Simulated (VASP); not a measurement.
# Eu (Im-3m) in VASP: further runs

The runs below take Eu through single point, with PBEsol.

All numbers are computed with VASP 6.6.1; they aren't measurements. Logs are shortened: lines on timing, memory, paths and dates and some standing lists are left out, and cuts for length are marked.

## (1) The crystal as given

The structure is cubic, space group Im-3m (No. 229). The conventional cell has a = 4.606 Å, b = 4.606 Å, c = 4.606 Å, α = 90.00°, β = 90.00°, γ = 90.00°. Around Eu (site symmetry m-3m) lie 8 Eu at 3.99 Å.

## (2) Single point, PBEsol, collinear spin, typed start

File INCAR:

```
ALGO = Normal
EDIFF = 1E-6
ENCUT = 520
GGA = PS
ISIF = 2
ISMEAR = -1
ISPIN = 2
LASPH = True
LCHARG = False
LMAXMIX = 6
LORBIT = 11
LREAL = False
LWAVE = False
MAGMOM = 8.4 -8.4
NBANDS = 28
NELM = 150
PREC = Accurate
SIGMA = 0.1
```

File KPOINTS:

```
k-points
0
Gamma
  6 3 6
```

File POSCAR:

```
Eu
1.0
   -2.3030000000      2.3030000000      2.3030000000
    4.6060000000     -4.6060000000      4.6060000000
    2.3030000000      2.3030000000     -2.3030000000
Eu
2
Direct
    0.0000000000      0.0000000000      0.0000000000
    0.0000000000      0.5000000000      0.0000000000
```

Potentials or basis: VASP PAW PBE potentials, release 64 (Eu).

On the command line:

```bash
> cat potpaw_PBE.64/Eu/POTCAR > POTCAR
> mpirun -np 1 vasp_std > vasp.out
```

OUTCAR:

```text
EDIFF = 1E-6
   ENCUT = 520
   GGA = PS
   ISIF = 2
   ISMEAR = -1
   ISPIN = 2
   LASPH = True
   LORBIT = 11
   LREAL = False
   NELM = 150
   PREC = Accurate

 ion  position               nearest neighbor table
   1  0.000  0.000  0.000-
   2  0.000  0.500  0.000-

  LATTYP: Found a base centered orthorhombic cell.
 ALAT       =     4.6060000000
 B/A-ratio  =     1.4142135624
 C/A-ratio  =     1.4142135624

  Lattice vectors:

 A1 = (   2.3030000000,   2.3030000000,  -2.3030000000)
 A2 = (  -2.3030000000,   2.3030000000,   2.3030000000)
 A3 = (   4.6060000000,   0.0000000000,   4.6060000000)

Analysis of symmetry for initial positions (statically):
=====================================================================
 Subroutine PRICEL returns following result:

  LATTYP: Found a body centered cubic cell.
 ALAT       =     4.6060000000
[... 12 lines left out ...]
 Subroutine GETGRP returns: Found  8 space group operations
 (whereof  8 operations were pure point group operations)
 out of a pool of  8 trial point group operations.

The static configuration has the point symmetry D_2h.

Analysis of symmetry for dynamics (positions and initial velocities):
=====================================================================
 Subroutine PRICEL returns following result:

  LATTYP: Found a body centered cubic cell.
 ALAT       =     4.6060000000
[... 12 lines left out ...]
 Subroutine GETGRP returns: Found  8 space group operations
 (whereof  8 operations were pure point group operations)
 out of a pool of  8 trial point group operations.

The dynamic configuration has the point symmetry D_2h.

Analysis of structural, dynamic, and magnetic symmetry:
=====================================================================
 Subroutine PRICEL returns following result:

  LATTYP: Found a body centered cubic cell.
 ALAT       =     4.6060000000
[... 12 lines left out ...]
 Subroutine GETGRP returns: Found  8 space group operations
 (whereof  8 operations were pure point group operations)
 out of a pool of  8 trial point group operations.

The overall configuration has the point symmetry D_2h.

 Subroutine INISYM returns: Found  8 space group operations
 (whereof  8 operations are pure point group operations),
 and found     2 'primitive' translations

[... 114 lines left out ...]
  Fermi-wavevector in a.u.,A,eV,Ry     =   1.151447  2.175919 18.039008  1.325830
  Thomas-Fermi vector in A             =   2.288104
   LORBIT       =     11    0 simple, 1 ext, 2 COOP (PROOUT), +10 PAW based schemes
   GGA     = PS    functional components
   LHFCALC =     F    Hartree Fock is set to
   AEXX    =    0.0000 exact exchange contribution
   IVDW    =     0    specifies the selected vdW correction
   LEPSILON=     F    determine dielectric tensor
   LRPA    =     F    only Hartree local field effects (RPA)
 spin polarized calculation
  energy-cutoff  :      520.00
  volume of cell :       97.72
 maximum number of plane-waves:      2652
 NGX is ok and might be reduce to    30
   NGX = 15   NGY = 29   NGZ = 15

 number of electron      34.0000014 magnetization       0.0000000

 number of electron      34.0000014 magnetization      -0.0000000

 Free energy of the ion-electron system (eV)
  ---------------------------------------------------
  ext. energy  EPLUGINS =         0.00000000
  ---------------------------------------------------
  free energy    TOTEN  =       -23.15211231 eV

  energy without entropy =      -23.00154795  energy(sigma->0) =      -23.07683013

 E-fermi :   1.4559     XC(G=0):  -8.3672

 val. band max:        1.3811982754   @ k =   0.5000   0.3333   0.5000
 cond. band min:       1.4777067821   @ k =  -0.3333   0.3333   0.0000
 fundamental gap:      0.0965085067
 Fermi energy:         1.4558691433

 spin component 1

 k-point     1 :       0.0000    0.0000    0.0000
  band No.  band energies     occupation
      1     -40.3169      1.00000
      2     -37.2175      1.00000
      3     -19.0988      1.00000
      4     -19.0125      1.00000
      5     -18.9641      1.00000
      6     -16.8194      1.00000
[... 733 lines left out ...]
     27       5.7742      0.00000
     28       5.7884      0.00000

 [... further k-points ...]

 spin component 2

 k-point     1 :       0.0000    0.0000    0.0000
  band No.  band energies     occupation
      1     -40.3169      1.00000
      2     -37.2175      1.00000
      3     -19.0988      1.00000
      4     -19.0125      1.00000
      5     -18.9641      1.00000
      6     -16.8194      1.00000
[... 733 lines left out ...]
     27       5.7742      0.00000
     28       5.7884      0.00000

 [... further k-points ...]

------------------------ aborting loop because EDIFF is reached ----------------------------------------

  FORCE on cell =-STRESS in cart. coord.  units (eV):
  Direction    XX          YY          ZZ          XY          YZ          ZX
  --------------------------------------------------------------------------------------
  -------------------------------------------------------------------------------------
  Total       -1.7728818     -1.9383728     -1.7728818     -0.0000000      0.0000000      0.1843546
  in kB      -29.0682275    -31.7816249    -29.0682275     -0.0000000      0.0000000      3.0226837
  external PRESSURE =     -29.9726933 kB  Pullay stress =       0.0000000 kB

 VOLUME and BASIS-vectors are now :
 -----------------------------------------------------------------------------
  energy-cutoff  :      520.00
  volume of cell :       97.72
      direct lattice vectors                 reciprocal lattice vectors
    -2.303000000  2.303000000  2.303000000     0.000000000  0.217108120  0.217108120
     4.606000000 -4.606000000  4.606000000     0.108554060  0.000000000  0.108554060
     2.303000000  2.303000000 -2.303000000     0.217108120  0.217108120  0.000000000

 POSITION                                       TOTAL-FORCE (eV/Angst)
 -----------------------------------------------------------------------------------
      0.00000      0.00000      0.00000         0.000000      0.000000     -0.000000
      2.30300     -2.30300      2.30300        -0.000000      0.000000      0.000000
 -----------------------------------------------------------------------------------
    total drift:                                0.000000     -0.000000      0.000000

  FREE ENERGIE OF THE ION-ELECTRON SYSTEM (eV)
  ---------------------------------------------------
  free  energy   TOTEN  =       -23.1521123126 eV

  energy  without entropy=      -23.0015479458  energy(sigma->0) =      -23.07683013

 total charge

# of ion       s       p       d       f       tot
--------------------------------------------------
    1        2.077   5.688   0.239   6.669  14.674
    2        2.077   5.688   0.239   6.669  14.674
--------------------------------------------------
tot          4.155  11.376   0.479  13.338  29.347

 magnetization (x)

# of ion       s       p       d       f       tot
--------------------------------------------------
    1        0.002  -0.097   0.090   6.666   6.661
    2       -0.002   0.097  -0.090  -6.666  -6.661
--------------------------------------------------
tot          0.000   0.000   0.000   0.000   0.000
```

OSZICAR:

```text
N       E                     dE             d eps       ncg     rms          rms(c)
DAV:   1     0.296936223014E+03    0.29694E+03   -0.11656E+04  3648   0.487E+03
DAV:   2     0.685369083459E+02   -0.22840E+03   -0.20054E+03  4028   0.377E+02
[... 12 lines left out ...]
DAV:  15    -0.231520737201E+02   -0.19132E-05   -0.17575E-03  5608   0.729E-01    0.563E-01
DAV:  16    -0.231520899015E+02   -0.16181E-04   -0.69767E-04  5328   0.216E-01    0.237E-01
DAV:  17    -0.231521023503E+02   -0.12449E-04   -0.22070E-04  5384   0.104E-01    0.184E-01
DAV:  18    -0.231521093579E+02   -0.70076E-05   -0.61595E-05  4776   0.474E-02    0.118E-01
DAV:  19    -0.231521124168E+02   -0.30589E-05   -0.21820E-05  4884   0.551E-02    0.217E-02
DAV:  20    -0.231521123126E+02    0.10422E-06   -0.85517E-06  4408   0.295E-02
   1 F= -.23152112E+02 E0= -.23076830E+02  d E =-.150564E+00  mag=     0.0000
```

It took 4.2 min on 1 thread of Intel Xeon 6975P-C (Granite Rapids), shared host; peak memory 0.33 GiB.

What came out:

```yaml
Free_energy: -23.1521 eV
Pressure: -3.0 GPa
Band_gap_on_the_k_mesh: none (metal or under the smearing width)
Net_moment: 0.00 μB per cell
Site_moments: Eu +6.66, -6.66 μB
Valence_electrons_inside_the_program's_atomic_spheres: Eu 14.67
```

Levels at points of the mesh, in eV from the Fermi level:
Spin up:
| k point | band 13 | band 14 | band 15 | band 16 | band 17 | band 18 | band 19 | band 20 | band 21 | band 22 |
| --- | --- | --- | --- | --- | --- | --- | --- | --- | --- | --- |
| (0.00, 0.00, 0.00) | -0.49 | -0.45 | -0.45 | -0.43 | -0.41 | 0.76 | 0.80 | 2.07 | 2.10 | 2.30 |
| (0.50, 0.00, 0.00) | -0.50 | -0.45 | -0.44 | -0.43 | -0.43 | 0.57 | 0.69 | 1.03 | 1.10 | 3.27 |
| (0.50, 0.00, 0.50) | -0.49 | -0.46 | -0.43 | -0.43 | -0.43 | -0.42 | 0.77 | 0.85 | 3.54 | 3.75 |
Spin down:
| k point | band 13 | band 14 | band 15 | band 16 | band 17 | band 18 | band 19 | band 20 | band 21 | band 22 |
| --- | --- | --- | --- | --- | --- | --- | --- | --- | --- | --- |
| (0.00, 0.00, 0.00) | -0.49 | -0.45 | -0.45 | -0.43 | -0.41 | 0.76 | 0.80 | 2.07 | 2.10 | 2.30 |
| (0.50, 0.00, 0.00) | -0.50 | -0.45 | -0.44 | -0.43 | -0.43 | 0.57 | 0.69 | 1.03 | 1.10 | 3.27 |
| (0.50, 0.00, 0.50) | -0.49 | -0.46 | -0.43 | -0.43 | -0.43 | -0.42 | 0.77 | 0.85 | 3.54 | 3.75 |

Caveat: the PAW data sets were made with another functional, which shifts forces and pressure a little; spin-orbit coupling is left out, which moves the levels of the heavy elements. The state reached can hang on the start; a lower one may exist.

## (3) Single point, PBEsol, collinear spin, typed start

File INCAR:

```
SYSTEM = Eu
  PREC = Accurate
  ENCUT = 520
  EDIFF = 1E-6
  ISMEAR = -1
  SIGMA = 0.1
  LREAL = .FALSE.
  LASPH = .TRUE.
  NELM = 150
  ALGO = Fast
  ISIF = 2
  LWAVE = .FALSE.
  LCHARG = .TRUE.
  ISPIN = 2
  MAGMOM = 8.4 8.4
  LORBIT = 11
  LMAXMIX = 6
  GGA = PS
  LELF = .TRUE.
  LVHAR = .TRUE.
  NBANDS = 28
```

File KPOINTS:

```
regular mesh
0
G
  6 3 6
  0 0 0
```

POSCAR is that of step 2.

Potentials or basis: VASP PAW PBE potentials, release 64 (Eu).

On the command line:

```bash
> cat potpaw_PBE.64/Eu/POTCAR > POTCAR
> mpirun -np 1 vasp_std > vasp.out
```

Run time: 8.6 min. Hardware: 1 thread of Intel Xeon 6975P-C (Granite Rapids), shared host; peak memory 0.34 GiB.

The run converged. Its results:

- Free energy: -23.1948 eV
- Pressure: -2.9 GPa
- Band gap on the k mesh: none (metal or under the smearing width)
- Net moment: 14.87 μB per cell
- Site moments: Eu +6.72 μB
- Valence electrons inside the program's atomic spheres: Eu 14.67

Levels at points of the mesh, in eV from the Fermi level:
Spin up:
| k point | band 20 | band 21 | band 22 | band 23 | band 24 | band 25 | band 26 | band 27 | band 28 |
| --- | --- | --- | --- | --- | --- | --- | --- | --- | --- |
| (0.00, 0.00, 0.00) | -0.46 | -0.46 | -0.46 | -0.45 | -0.43 | 0.43 | 0.44 | 1.69 | 1.73 |
| (0.50, 0.00, 0.00) | -0.48 | -0.46 | -0.46 | -0.45 | -0.45 | 0.43 | 0.43 | 0.44 | 0.44 |
| (0.50, 0.00, 0.50) | -0.48 | -0.46 | -0.45 | -0.44 | -0.44 | -0.44 | 0.43 | 0.44 | 2.97 |
Spin down:
```tsv
k point	band 7	band 8	band 9	band 10	band 11	band 12	band 13	band 14
(0.00, 0.00, 0.00)	-18.09	-18.09	-3.39	-0.78	1.23	1.37	2.66	2.66
(0.50, 0.00, 0.00)	-18.09	-18.09	-0.78	-0.78	1.23	1.23	1.37	1.37
(0.50, 0.00, 0.50)	-18.21	-18.09	-0.78	0.00	0.00	1.23	1.37	3.76
```

Caveat: the PAW data sets were made with another functional, which shifts forces and pressure a little; spin-orbit coupling is left out, which moves the levels of the heavy elements. The state reached can hang on the start; a lower one may exist.
